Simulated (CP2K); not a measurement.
Runs of CP2K 2026.2 on InPd. The structure is cubic, space group Fm-3m (No. 225). Conventional cell: a = 5.492 Å, b = 5.492 Å, c = 5.492 Å, α = 90.00°, β = 90.00°, γ = 90.00°. In (site symmetry m-3m) is surrounded by 6 Pd at 2.75 Å. Pd (site symmetry m-3m) is surrounded by 6 In at 2.75 Å. The cell was built by a generator and needn't be a form met in nature.

```tsv
level	potentials or basis	smearing	EPS_DEFAULT	NGRIDS	points a segment of the path (NPOINTS)	CUTOFF of the grids	gap on the mesh (eV)	pressure (GPa)
LDA	GTH_POTENTIALS In GTH-PADE-q13, Pd GTH-PADE-q18; TZVP-MOLOPT-PBE-GTH basis	fermi-dirac 0.05 eV	1.0E-10	5	10	500 Ry	none	-9.3
TB-mBJ	POTENTIAL_UZH In GTH-PBE-q13, Pd GTH-PBE-q18; TZVP-MOLOPT-PBE-GTH basis	fermi-dirac 0.0259 eV	1.0E-9	4	10	750 Ry	none	-
r2SCAN	POTENTIAL_UZH In GTH-SCAN-q13, Pd GTH-SCAN-q18; TZVP-MOLOPT-SCAN-GTH basis	fermi-dirac 0.01 eV	1.0E-9	4	6	675 Ry	none	-1.1
PBEsol	POTENTIAL_UZH In GTH-PBE-q13, Pd GTH-PBE-q18; TZVP-MOLOPT-PBE-GTH basis	fermi-dirac 0.1 eV	1.0E-9	5	10	500 Ry	none	(a)
```

Alike in all rows: task band structure; no spin polarisation; cell as given; k mesh 8 × 8 × 8.

**Question.** Estimate the missing entries.

**Answer.** (a) -3.9.

Caveats: spin-orbit coupling is left out, which moves the levels of the heavy elements; the basis of atomic orbitals isn't converged, which shifts pressures, moduli and gaps; the potentials were made for another functional, which shifts forces and pressure (some runs); this is a model potential without an energy functional, so only levels have meaning (some runs).

A k mesh can miss the band edges, and the runs leave out spin-orbit coupling on In, Pd.

A gap of «none» marks a metal or a gap under the smearing width.
